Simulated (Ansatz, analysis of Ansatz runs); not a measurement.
# LaOF (R-3m), nudged elastic band: Na_i hop between interstitial places (q = 0), part 3 of 4

How high is the barrier when Na changes place in LaOF (R-3m)? The case: Na_i hop between interstitial places, charge 0, in a cell of 36 host atoms with 1 Na put in.

Ansatz 0.2.0; plane-wave PAW DFT, PBEsol; nudged elastic band between two relaxed defect structures.

So far: The structure; Relaxation of the start point, charge 0; Relaxation of the end point, charge 0.

### Step 4. Nudged elastic band, charge 0

3 movable images are laid between the ends on a pair-potential path, which keeps atoms from colliding in the first guess. Each image feels the true force across the path and a spring force along it. The highest image is set to climb to the top of the path.

This step: plane-wave PAW DFT, PBEsol; nudged elastic band between two relaxed defect structures.

Contents of q0_M1.neb/input.yaml:

```yaml
crystal:
  lattice:
    - [-4.01323029, 6.95111876, 0.0]
    - [-12.03969086, 0.0, 0.0]
    - [-2.00661514, 1.15851979, 6.68937331]
  atoms:
    - { symbol: La, position: [0.13171323, 0.08285466, 0.22733974] }
    - { symbol: La, position: [0.37456416, 0.24528628, 0.77193102] }
    - { symbol: O, position: [0.19101299, 0.12351086, 0.87022766] }
    - { symbol: O, position: [0.31139502, 0.20746652, 0.13000265] }
    - { symbol: F, position: [0.06300316, 0.04349389, 0.61011241] }
    - { symbol: F, position: [0.43584198, 0.29061814, 0.38792805] }
    - { symbol: La, position: [0.13883383, 0.41852508, 0.21674566] }
    - { symbol: La, position: [0.34921871, 0.58904532, 0.78325068] }
    - { symbol: O, position: [0.19866924, 0.45004338, 0.86534029] }
    - { symbol: O, position: [0.31848772, 0.53842373, 0.13248162] }
    - { symbol: F, position: [0.05771173, 0.37855169, 0.60899372] }
    - { symbol: F, position: [0.44338976, 0.62007996, 0.39246461] }
    - { symbol: La, position: [0.12459518, 0.75093109, 0.2232671] }
    - { symbol: La, position: [0.36948919, 0.91571927, 0.77286324] }
    - { symbol: O, position: [0.19051577, 0.79722889, 0.86790471] }
    - { symbol: O, position: [0.30828451, 0.87599832, 0.13240667] }
    - { symbol: F, position: [0.06518239, 0.71157749, 0.60215712] }
    - { symbol: F, position: [0.4353321, 0.95659, 0.38924992] }
    - { symbol: La, position: [0.62828232, 0.08480664, 0.22859775] }
    - { symbol: La, position: [0.87569689, 0.23925653, 0.78125615] }
    - { symbol: O, position: [0.69015693, 0.12351077, 0.86978399] }
    - { symbol: O, position: [0.81338695, 0.20568864, 0.13119241] }
    - { symbol: F, position: [0.56488831, 0.04316536, 0.61044994] }
    - { symbol: F, position: [0.93275495, 0.29473117, 0.39198901] }
    - { symbol: La, position: [0.62973757, 0.41519554, 0.21403681] }
    - { symbol: La, position: [0.87666352, 0.58604746, 0.7918064] }
    - { symbol: O, position: [0.6937502, 0.45709985, 0.85942418] }
    - { symbol: O, position: [0.80500144, 0.53718129, 0.14657447] }
    - { symbol: F, position: [0.57075517, 0.37787084, 0.60797114] }
    - { symbol: F, position: [0.92871279, 0.61909759, 0.40024221] }
    - { symbol: La, position: [0.63024316, 0.75869633, 0.21638443] }
    - { symbol: La, position: [0.87266798, 0.91142231, 0.77706724] }
    - { symbol: O, position: [0.67926467, 0.79766325, 0.86655533] }
    - { symbol: O, position: [0.80437117, 0.88160186, 0.1343655] }
    - { symbol: F, position: [0.56840358, 0.70404998, 0.6110829] }
    - { symbol: F, position: [0.93650525, 0.9561992, 0.38880088] }
    - { symbol: Na, position: [0.74735296, 0.50107232, 0.50661645] }
basis:
  ecutwfc: 420
  xc_grid: 2
hamiltonian:
  xc: pbesol
kpoints:
  mp_grid: { grid: [1, 1, 1] }
magnetization:
  spin_polarized: true
  initial_magnetization: 1
  spin_locking: { lock_magnetization: hard }
scf:
  occupations: { method: fixed }
  max_iter: 80
output:
  forces: true
neb:
  images: 3
  f_tol: 0.05
  climbing: true
  initial_path: idpp
  max_iterations: 45
  order_check: false
  final_atoms:
    - { symbol: La, position: [0.15118003, 0.07869749, 0.21730792] }
    - { symbol: La, position: [0.36139634, 0.24910762, 0.78399749] }
[... 2 atom lines left out ...]
    - { symbol: F, position: [0.05722307, 0.04756357, 0.60838711] }
    - { symbol: F, position: [0.44259026, 0.28913787, 0.39178036] }
[... 4 atom lines left out ...]
    - { symbol: F, position: [0.06436871, 0.37709141, 0.61248377] }
    - { symbol: F, position: [0.43738459, 0.62411889, 0.3905471] }
[... 7 atom lines left out ...]
    - { symbol: La, position: [0.87074195, 0.25250007, 0.78668567] }
[... 1 atom line left out ...]
    - { symbol: O, position: [0.80653042, 0.21044379, 0.14110439] }
[... 1 atom line left out ...]
    - { symbol: F, position: [0.92980666, 0.28961578, 0.39241948] }
    - { symbol: La, position: [0.62469866, 0.42847928, 0.21936837] }
[... 1 atom line left out ...]
    - { symbol: O, position: [0.68707525, 0.46200553, 0.86941949] }
    - { symbol: O, position: [0.81020288, 0.54418169, 0.13098238] }
    - { symbol: F, position: [0.56769705, 0.37310785, 0.6085607] }
[... 7 atom lines left out ...]
    - { symbol: Na, position: [0.75312698, 0.16650452, 0.49421816] }
```

Command:

```
$ ansatz run input.yaml --threads 4 --pin off --max-ram 7536MiB --backend cpu --events-out ev --progress --plain --runs-dir out
```

Numbers of over 12 decimals in the logs are rounded to 6 here.

The program printed:

```text
[...]
Warning: neb: disabling space-group detection — the band's intermediate images generally break the endpoint symmetry, so no spatial operation reduces the k-mesh or symmetrises the density, except that a semilocal band can use its path's symmetry ahead of [...]
[...]
parallel-image band execution: 3 concurrent image workers
NEB image 0
Crystal: 37 atoms, lattice volume = 559.829 Å³
Basis set: ecut = 420 eV, 10937 PW (Γ), exchange–correlation on 108×162×96 points (8 copies of the dense FFT grid, shifted against one another)
Bands: 186, of which v1, the nominal top of the filled ones, is band 149 counted from 1 (148 counted from 0)
Symmetry: 1 space group operations
k-points: 1
[...]
Starting moments: Σ|m| = 1 μB on 37 of 37 sites
[...]
SCF iter   1: F=—  HF=-91931.599720 eV  |F-HF|=—  |Δ(HF+E_count)|=         —  Δρ=2.73e-1 (↑2.73e-1 ↓2.71e-1)  dr2=2.99e3  dr2_m=4.93e-2  M=1.000 μB ∫|m|=1.073 μB  β_m=0.30  ethr=3.10e-3  ⟨swp⟩=4.0  Hψ=1210  notcnv=0  defer=52
[...]
SCF iter  18: F=-91819.458267 eV  HF=-91819.458267 eV  |F-HF|=4.39e-9  |Δ(HF+E_count)|=   3.62e-8  Δρ=6.85e-7 (↑6.85e-7 ↓6.79e-7)  dr2=1.12e-8  dr2_m=6.43e-11  M=1.000 μB ∫|m|=1.027 μB  ethr=1.49e-11  ⟨swp⟩=2.0  Hψ=928  notcnv=0
SCF 1 converged in 18 iterations: F = -91819.458267 eV  dr2 = 1.12e-8
[...]
NSCF: frozen V_eff on 1 k-points
NEB image 4
SCF iter   1: F=—  HF=-91931.764591 eV  |F-HF|=—  |Δ(HF+E_count)|=         —  Δρ=2.73e-1 (↑2.73e-1 ↓2.72e-1)  dr2=3.01e3  dr2_m=4.86e-2  M=1.000 μB ∫|m|=1.073 μB  β_m=0.30  ethr=3.10e-3  ⟨swp⟩=4.0  Hψ=1218  notcnv=0  defer=49
[...]
SCF iter  18: F=-91819.458086 eV  HF=-91819.458086 eV  |F-HF|=3.19e-9  |Δ(HF+E_count)|=   3.34e-8  Δρ=6.92e-7 (↑6.92e-7 ↓6.86e-7)  dr2=1.09e-8  dr2_m=6.19e-11  M=1.000 μB ∫|m|=1.027 μB  ethr=1.43e-11  ⟨swp⟩=2.0  Hψ=928  notcnv=0
SCF 2 converged in 18 iterations: F = -91819.458086 eV  dr2 = 1.09e-8
[...]
NEB end point (image 0): max|allowed force component| = 1.014e-2 eV/Å (the criterion of neb.relax_end_points is 1.000e-2)
NEB end point (image 4): max|allowed force component| = 1.982e-2 eV/Å (the criterion of neb.relax_end_points is 1.000e-2)
NEB image 1
[...]
SCF iter   1: F=—  HF=-91945.920645 eV  |F-HF|=—  |Δ(HF+E_count)|=         —  Δρ=3.39e-1 (↑3.39e-1 ↓3.37e-1)  dr2=4.75e3  dr2_m=7.88e-2  M=1.000 μB ∫|m|=1.053 μB  β_m=0.30  ethr=3.10e-3  ⟨swp⟩=4.0  Hψ=1196  notcnv=0  defer=60
[...]
SCF iter  18: F=-91817.158517 eV  HF=-91817.158517 eV  |F-HF|=4.34e-9  |Δ(HF+E_count)|=   1.68e-8  Δρ=8.10e-7 (↑7.99e-7 ↓8.10e-7)  dr2=1.79e-8  dr2_m=9.68e-11  M=1.000 μB ∫|m|=1.038 μB  ethr=3.37e-11  ⟨swp⟩=5.5  Hψ=1094  notcnv=0
SCF 3 converged in 18 iterations: F = -91817.158517 eV  dr2 = 1.79e-8
NEB image 2
[...]
SCF iter   1: F=—  HF=-91962.115099 eV  |F-HF|=—  |Δ(HF+E_count)|=         —  Δρ=3.59e-1 (↑3.58e-1 ↓3.59e-1)  dr2=5.47e3  dr2_m=6.52e-2  M=1.000 μB ∫|m|=1.045 μB  β_m=0.30  ethr=3.10e-3  ⟨swp⟩=5.0  Hψ=1274  notcnv=0  defer=52
[...]
SCF iter  22: F=-91814.371175 eV  HF=-91814.371175 eV  |F-HF|=1.31e-10  |Δ(HF+E_count)|=  7.57e-10  Δρ=2.99e-7 (↑2.99e-7 ↓1.92e-7)  dr2=2.07e-9  dr2_m=1.43e-10  M=1.000 μB ∫|m|=1.069 μB  ethr=7.48e-12  ⟨swp⟩=2.5  Hψ=836  notcnv=0
SCF 4 converged in 22 iterations: F = -91814.371175 eV  dr2 = 2.07e-9
NEB image 3
SCF iter   1: F=—  HF=-91945.552748 eV  |F-HF|=—  |Δ(HF+E_count)|=         —  Δρ=3.35e-1 (↑3.35e-1 ↓3.35e-1)  dr2=4.67e3  dr2_m=4.38e-2  M=1.000 μB ∫|m|=1.052 μB  β_m=0.30  ethr=3.10e-3  ⟨swp⟩=4.0  Hψ=1198  notcnv=0  defer=60
[...]
SCF iter  19: F=-91817.200616 eV  HF=-91817.200616 eV  |F-HF|=1.78e-9  |Δ(HF+E_count)|=   9.76e-9  Δρ=5.49e-7 (↑5.49e-7 ↓5.18e-7)  dr2=8.81e-9  dr2_m=5.59e-11  M=1.000 μB ∫|m|=1.035 μB  ethr=1.29e-11  ⟨swp⟩=3.5  Hψ=955  notcnv=0
SCF 5 converged in 19 iterations: F = -91817.200616 eV  dr2 = 8.81e-9
NEB iter   1: max|band force component| = 4.193e0 eV/Å  barrier→ = 5.0871 eV  barrier← = 5.0869 eV  Δτ_max = 0.2000 Å  (95 SCF iters)
  M     (μB):  +1.0000  +1.0000  +1.0000  +1.0000  +1.0000
  M_abs (μB):   1.0296   1.0414   1.0770   1.0378   1.0296
NEB image 1
[...]
Starting moments: Σ|m| = 1 μB on 37 of 37 sites; this step starts from the density that it was given
[...]
SCF iter  11: F=-91817.390071 eV  HF=-91817.390071 eV  |F-HF|=1.54e-8  |Δ(HF+E_count)|=   1.28e-7  Δρ=1.83e-6 (↑1.81e-6 ↓1.83e-6)  dr2=7.60e-8  dr2_m=1.05e-10  M=1.000 μB ∫|m|=1.029 μB  ethr=3.37e-11  ⟨swp⟩=2.5  Hψ=1257  notcnv=0
SCF 6 converged in 11 iterations: F = -91817.390071 eV  dr2 = 7.60e-8
NEB image 2
[...]
SCF iter  14: F=-91815.238479 eV  HF=-91815.238479 eV  |F-HF|=5.53e-10  |Δ(HF+E_count)|=   2.36e-9  Δρ=2.69e-7 (↑2.69e-7 ↓2.53e-7)  dr2=2.49e-9  dr2_m=3.13e-11  M=1.000 μB ∫|m|=1.064 μB  ethr=9.46e-12  ⟨swp⟩=1.5  Hψ=937  notcnv=0
SCF 7 converged in 14 iterations: F = -91815.238479 eV  dr2 = 2.49e-9
NEB image 3
[...]
SCF iter  11: F=-91817.356833 eV  HF=-91817.356833 eV  |F-HF|=2.82e-8  |Δ(HF+E_count)|=   1.14e-7  Δρ=1.78e-6 (↑1.78e-6 ↓1.77e-6)  dr2=7.65e-8  dr2_m=1.06e-10  M=1.000 μB ∫|m|=1.029 μB  ethr=3.37e-11  ⟨swp⟩=3.0  Hψ=1378  notcnv=0
SCF 8 converged in 11 iterations: F = -91817.356833 eV  dr2 = 7.65e-8
NEB iter   2: max|band force component| = 1.545e0 eV/Å  barrier→ = 4.2198 eV  barrier← = 4.2196 eV  Δτ_max = 0.1153 Å  (36 SCF iters)
  M     (μB):  +1.0000  +1.0000  +1.0000  +1.0000  +1.0000
  M_abs (μB):   1.0296   1.0317   1.0706   1.0322   1.0296
NEB image 1
[...]
SCF iter  10: F=-91817.911941 eV  HF=-91817.911941 eV  |F-HF|=1.20e-8  |Δ(HF+E_count)|=   2.73e-7  Δρ=1.10e-6 (↑1.10e-6 ↓1.07e-6)  dr2=3.15e-8  dr2_m=4.20e-11  M=1.000 μB ∫|m|=1.031 μB  ethr=3.37e-11  ⟨swp⟩=4.5  Hψ=1105  notcnv=0
SCF 9 converged in 10 iterations: F = -91817.911941 eV  dr2 = 3.15e-8
NEB image 2
[...]
SCF iter  12: F=-91816.124223 eV  HF=-91816.124223 eV  |F-HF|=4.98e-9  |Δ(HF+E_count)|=   1.19e-8  Δρ=7.77e-7 (↑7.77e-7 ↓7.50e-7)  dr2=1.15e-8  dr2_m=4.12e-11  M=1.000 μB ∫|m|=1.054 μB  ethr=1.35e-11  ⟨swp⟩=2.0  Hψ=975  notcnv=0
SCF 10 converged in 12 iterations: F = -91816.124223 eV  dr2 = 1.15e-8
NEB image 3
[...]
NEB iter  13: max|band force component| = 4.320e-2 eV/Å  barrier→ = 2.6772 eV  barrier← = 2.6770 eV  CI = image 2  Δτ_max = 0.0000 Å  (21 SCF iters)
  M     (μB):  +1.0000  +1.0000  +1.0000  +1.0000  +1.0000
  M_abs (μB):   1.0296   1.0305   1.0368   1.0329   1.0296
NEB image 0, for a test of the images' electronic states
iteration 18: the least curvature of the free energy that was read at this close is 0.952 (0.952 in the run's own bands): not negative
NEB image 2, for a test of the images' electronic states
[...]
NEB image 4, for a test of the images' electronic states
[...]
NEB image 0, for a test of the images' electronic states
[...]
SCF iter   1: F=—  HF=-91822.223669 eV  |F-HF|=—  |Δ(HF+E_count)|=         —  Δρ=2.46e-2 (↑2.46e-2 ↓2.43e-2)  dr2=1.07e1  dr2_m=6.63e-3  M=1.000 μB ∫|m|=1.039 μB  β_m=0.30  ethr=3.10e-3  ⟨swp⟩=5.0  Hψ=1088  notcnv=0  defer=66
[...]
SCF iter  12: F=-91819.458267 eV  HF=-91819.458267 eV  |F-HF|=3.34e-8  |Δ(HF+E_count)|=   6.06e-8  Δρ=1.10e-6 (↑1.10e-6 ↓1.09e-6)  dr2=3.23e-8  dr2_m=6.40e-11  M=1.000 μB ∫|m|=1.027 μB  ethr=3.37e-11  ⟨swp⟩=3.5  Hψ=1400  notcnv=0
SCF 42 converged in 12 iterations: F = -91819.458267 eV  dr2 = 3.23e-8
NEB image 2, for a test of the images' electronic states
SCF iter   1: F=—  HF=-91819.743320 eV  |F-HF|=—  |Δ(HF+E_count)|=         —  Δρ=1.75e-2 (↑1.75e-2 ↓1.57e-2)  dr2=1.02e1  dr2_m=8.94e-2  M=1.000 μB ∫|m|=1.078 μB  β_m=0.30  ethr=3.10e-3  ⟨swp⟩=5.5  Hψ=1125  notcnv=0  defer=69
[...]
SCF iter  13: F=-91816.781063 eV  HF=-91816.781063 eV  |F-HF|=5.02e-9  |Δ(HF+E_count)|=   5.02e-8  Δρ=9.39e-7 (↑9.39e-7 ↓8.72e-7)  dr2=2.16e-8  dr2_m=1.40e-10  M=1.000 μB ∫|m|=1.033 μB  ethr=3.37e-11  ⟨swp⟩=4.0  Hψ=1002  notcnv=0
SCF 43 converged in 13 iterations: F = -91816.781063 eV  dr2 = 2.16e-8
NEB image 2, for a test of the images' electronic states
[...]
SCF iter  12: F=-91816.781063 eV  HF=-91816.781063 eV  |F-HF|=1.02e-8  |Δ(HF+E_count)|=   7.82e-8  Δρ=1.39e-6 (↑1.39e-6 ↓1.35e-6)  dr2=3.85e-8  dr2_m=1.28e-10  M=1.000 μB ∫|m|=1.033 μB  ethr=3.37e-11  ⟨swp⟩=4.5  Hψ=1268  notcnv=0
SCF 44 converged in 12 iterations: F = -91816.781063 eV  dr2 = 3.85e-8
NEB image 4, for a test of the images' electronic states
SCF iter   1: F=—  HF=-91822.106203 eV  |F-HF|=—  |Δ(HF+E_count)|=         —  Δρ=2.38e-2 (↑2.38e-2 ↓2.21e-2)  dr2=1.11e1  dr2_m=7.48e-2  M=1.000 μB ∫|m|=1.062 μB  β_m=0.30  ethr=3.10e-3  ⟨swp⟩=5.0  Hψ=1082  notcnv=0  defer=66
[...]
SCF iter  13: F=-91819.458086 eV  HF=-91819.458086 eV  |F-HF|=9.90e-10  |Δ(HF+E_count)|=   3.60e-8  Δρ=8.83e-7 (↑8.83e-7 ↓8.65e-7)  dr2=1.50e-8  dr2_m=5.18e-11  M=1.000 μB ∫|m|=1.027 μB  ethr=1.53e-11  ⟨swp⟩=1.0  Hψ=985  notcnv=0
SCF 45 converged in 13 iterations: F = -91819.458086 eV  dr2 = 1.50e-8
SCF converged after 7 iterations
[...]
Magnetization: 1.0000 μB (149.0000 up, 148.0000 down)
Absolute magnetization: 1.0368 μB (∫|ρ↑−ρ↓|, with the PAW one-centre terms)
[...]
Per-site moments (μB) at R_I (Å): [(0.029196, 0.983401), (0.00773454, 0.939707), (0.00569077, 0.910719), [... 34 left out ...]
Free energy (F): -91816.781063 eV
[...]
Internal energy: -91816.781063 eV  (E = F + TS)
E sigma→0 (E₀):  -91816.781063 eV
Fermi energy:    12.326419 (↑ 12.326419, ↓ 8.536666) eV
[...]
--- Forces (eV/Å), atoms counted from 1 ---
  atom   1  La     0.02211113    -0.00857729    -0.00951597
  atom   2  La     0.00279971    -0.00270008    -0.01379521
  [... 2 atoms left out ...]
  atom   5  F     -0.00150064    -0.00351985    -0.00318153
  [... 5 atoms left out ...]
  atom  11  F     -0.00433885     0.00256991    -0.00453967
  atom  12  F      0.00155532     0.00104358    -0.00274420
  [... 7 atoms left out ...]
  atom  20  La    -0.01208687    -0.01422854     0.00693629
  [... 3 atoms left out ...]
  atom  24  F     -0.00578286    -0.00010554     0.00273552
  atom  25  La     0.00865216     0.00774469     0.04341971
  [... 1 atom left out ...]
  atom  27  O     -0.00160446     0.00484628    -0.02067718
  atom  28  O     -0.00384019     0.00272575    -0.00908699
  atom  29  F     -0.01267820     0.00299076     0.00189972
  [... 7 atoms left out ...]
  atom  37  Na     0.01138368     0.01351586    -0.00933446
  max |Σ_I F_I| component: 7.55e-5 eV/Å
--- Band table (eV) ---
[...]
this run last wrote the band of iteration 13 to <dir>
--- NEB band (5 images, 13 band iterations, 444 SCF iterations, 50 more in tests of the images' electronic states and relaxations of end points) ---
  forward barrier  = 2.677204 eV
  backward barrier = 2.677023 eV
  climbing image's point = of an order that was not read
  energies are F+E_penalty+E_count in eV, relative to image 0
  image     s (Å)  Δ vs image 0  max|band force component| (eV/Å)     M (μB)  M_abs (μB)
      0    0.0000      0.000000                                 —    +1.0000      1.0296
      1    1.4986      1.534135                          1.766e-2    +1.0000      1.0305
  *   2    2.9972      2.677204                          4.320e-2    +1.0000      1.0368
      3    4.3645      1.213217                          3.242e-2    +1.0000      1.0329
      4    5.7317      0.000181                                 —    +1.0000      1.0296
  climbing-image geometry (image 2):
  cell:  # Å, volume = 559.8291 Å³
    - [-4.01323029, 6.95111876, 0.0]
    - [-12.03969086, 0.0, 0.0]
    - [-2.00661514, 1.15851979, 6.68937331]
  atoms:
    - { symbol: La, position: [0.150797, 0.073103, 0.242908] }
    - { symbol: La, position: [0.368067, 0.249953, 0.785132] }
    - { symbol: O, position: [0.228343, 0.113507, 0.886033] }
    - { symbol: O, position: [0.321532, 0.204985, 0.136840] }
    - { symbol: F, position: [0.086050, 0.040781, 0.612847] }
    - { symbol: F, position: [0.447964, 0.283210, 0.367881] }
    - { symbol: La, position: [0.129045, 0.415374, 0.230675] }
    - { symbol: La, position: [0.350162, 0.591969, 0.761782] }
    - { symbol: O, position: [0.174689, 0.459008, 0.888496] }
    - { symbol: O, position: [0.300010, 0.550960, 0.116173] }
    - { symbol: F, position: [0.072598, 0.367511, 0.626810] }
    - { symbol: F, position: [0.442563, 0.632782, 0.375482] }
    - { symbol: La, position: [0.129122, 0.760210, 0.217375] }
    - { symbol: La, position: [0.386845, 0.906963, 0.780039] }
    - { symbol: O, position: [0.194153, 0.792147, 0.861194] }
    - { symbol: O, position: [0.328535, 0.867353, 0.134514] }
    - { symbol: F, position: [0.056195, 0.714150, 0.606404] }
    - { symbol: F, position: [0.454011, 0.950926, 0.393630] }
    - { symbol: La, position: [0.644952, 0.083945, 0.226435] }
    - { symbol: La, position: [0.929006, 0.215203, 0.818800] }
    - { symbol: O, position: [0.690500, 0.153123, 0.836125] }
    - { symbol: O, position: [0.824425, 0.212134, 0.154095] }
    - { symbol: F, position: [0.574107, 0.044360, 0.610340] }
    - { symbol: F, position: [0.947106, 0.288005, 0.402041] }
    - { symbol: La, position: [0.609601, 0.431779, 0.183421] }
    - { symbol: La, position: [0.875117, 0.580200, 0.768475] }
    - { symbol: O, position: [0.679186, 0.443660, 0.838221] }
    - { symbol: O, position: [0.803218, 0.537319, 0.121114] }
    - { symbol: F, position: [0.400979, 0.442081, 0.548506] }
    - { symbol: F, position: [0.939886, 0.619033, 0.386084] }
    - { symbol: La, position: [0.640306, 0.747164, 0.223211] }
    - { symbol: La, position: [0.874264, 0.922639, 0.777553] }
    - { symbol: O, position: [0.703537, 0.786994, 0.867305] }
    - { symbol: O, position: [0.809047, 0.877114, 0.128267] }
    - { symbol: F, position: [0.568615, 0.705983, 0.617413] }
    - { symbol: F, position: [0.943644, 0.955372, 0.398974] }
    - { symbol: Na, position: [0.679424, 0.330767, 0.581346] }
```

It took 3 min on 4 threads of Intel Xeon 6975P-C (Granite Rapids), shared host; peak memory 2.5 GiB.

The path, image by image:

```csv
image,path (Å),energy (eV),"Na37: x, y, z (Å)"
0,0.000,0.0000,"-10.049, 5.782, 3.389"
1,1.499,1.5341,"-9.170, 5.497, 3.556"
2,2.997,2.6772,"-7.876, 5.396, 3.889"
3,4.364,1.2132,"-6.762, 5.591, 3.489"
4,5.732,0.0002,"-6.019, 5.808, 3.306"
```

This step gave:

| Item | Value |
| --- | --- |
| free energy | -91816.7811 eV |
| total moment | 1 μB |
| integral of the absolute spin density | 1.037 μB |
| spin contamination | 0.001500 |
| barrier forward | 2.677 eV |
| barrier backward | 2.677 eV |
| end less start | 1.81e-4 eV |
| hop length | 4.031 Å |

Track of the atom that was set to move:

```csv
image,x (Å),y (Å),z (Å),nearest neighbour,distance (Å)
0,-10.05,5.782,3.389,F,2.344
1,-9.17,5.497,3.556,F,2.06
2,-7.876,5.396,3.889,F,1.992
3,-6.762,5.591,3.489,F,2.087
4,-6.019,5.808,3.306,F,2.345
```

The band met its tolerance of 0.05 eV/Å after 13 iterations, with image 2 on top (the start counts as 0). Na37, which moves farthest between the ends, has 6 F at 2.34 to 2.41 Å and 2 O at 2.36 to 2.41 Å nearest at the start and 2 F at 1.99 to 2.05 Å at the top. In at least one step between neighbouring images a covalent bond changes partner or an atom goes far. The images sample such a step coarsely, so the top may lie higher.

(Continued in part 4 of 4.)

[Logs are printed without paths, hosts, clocks, repeated set-up lines and the standing remarks that a program may print on its own settings, such as how far it seeks lower states.]

[Hosts, paths, dates, database ids (printed as entryN), source tags and the programs' standing remarks are cut or masked in the printed files.]
